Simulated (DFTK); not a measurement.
The system is ZrC.

```
CELL_PARAMETERS angstrom
0.00000 2.36500 2.36500
2.36500 0.00000 2.36500
2.36500 2.36500 0.00000
ATOMIC_POSITIONS crystal
Zr 0.50000 0.50000 0.50000
C 0.00000 0.00000 0.00000
```

Base run:

```yaml
Program: DFTK 0.8.2
Functional: PBEsol
Potentials_or_basis: dojo.nc.sr.pbesol.v0_4_1.standard.upf (PBEsol)
Cutoff: 1116 eV
k_mesh: 10 × 10 × 10
Occupations: fermi-dirac, width 0.05 eV
Spin: no spin polarisation
```

Its results: band gap on the k mesh none (metal or under the smearing width); pressure -8.3 GPa.

Q: The run is repeated on the same cell with these changes: functional from PBEsol to LDA; potentials or basis from dojo.nc.sr.pbesol.v0_4_1.standard.upf (PBEsol) to cp2k.nc.sr.lda.v0_1.largecore.gth (LDA, GTH, large core); cutoff from 1116 eV to 1551 eV; valence electrons from 16 to 8. What comes out?

A: Band gap on the k mesh none (metal or under the smearing width); pressure -19.8 GPa.

Caveats: GTH potentials come without recommended cutoffs, and this one wasn't checked for convergence (some runs); so large a pressure means that the cell lies far from this level's equilibrium, or that cutoff or potentials fall short (some runs); this set keeps more shells in the core, which shifts pressures and gaps (some runs).
